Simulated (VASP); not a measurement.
# LiH (rocksalt): one PBE relaxation of cell and atoms in two programs

Start cell

```
Li H
1.0
     0.00000    1.58381    1.58381
     1.58381    0.00000    1.58381
     1.58381    1.58381    0.00000
Li H
1 1
Direct
  0.00000 0.00000 0.00000
  0.50000 0.50000 0.50000
```

Each program uses its own PAW datasets. VASP's cell holds 4 valence electrons and Ansatz's 4.

Cutoffs: 600 eV in VASP, 420 eV in Ansatz. k meshes: 12×12×12 and 12×12×12.

```tsv
	VASP	Ansatz
relaxed cell vector lengths	2.829, 2.829, 2.829 Å	2.833, 2.833, 2.833 Å
relaxed cell volume	16.01 Å³	16.07 Å³
```
